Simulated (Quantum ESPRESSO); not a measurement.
The system is BP.

```xyz
2
Lattice="0.0000 2.2690 2.2690 2.2690 0.0000 2.2690 2.2690 2.2690 0.0000" Properties=species:S:1:pos:R:3 pbc="T T T"
P     3.4035    3.4035    3.4035
B     0.0000    0.0000    0.0000
```

| Quantity | Value |
| --- | --- |
| Program | Quantum ESPRESSO 7.5 |
| Task | phonons |
| Functional | PBE |
| Potentials or basis | PseudoDojo 0.4.1 SR PBE standard |
| Cutoff | 1034 eV |
| Density cutoff | 4136 eV |
| k mesh | 6 × 6 × 6, shifted |
| Occupations | fermi-dirac, width 0.05 eV |
| Spin | no spin polarisation |
| Mixing beta | 0.5 |
| Most SCF iterations | 120 |
| SCF threshold | 4e-10 Ry |

The cell and the atoms were relaxed first, to 11.75 Å³/atom (a = 3.215 Å, b = 3.215 Å, c = 3.215 Å, α = 60.00°, β = 60.00°, γ = 60.00°), and the response was taken there.

The first run showed a gap, so the response started from a second, tighter run with fixed occupations.

Task: Which optical modes does the crystal have at the zone centre, and which show in infrared and Raman spectra?

Result: The optical modes are T2. Infrared active: T2. Raman active: T2.

Optical modes at Γ, degenerate ones joined, polar ones without the macroscopic field:
```
cm⁻¹  components  symmetry     active in  IR intensity, summed ((D/Å)²/amu)
 800           3        T2  IR and Raman                               2.17
```

Zone-centre frequencies without and with the macroscopic field along z (cm⁻¹):
```csv
,optical modes in rising order
without,800 800 800
with the field,800 800 804
```
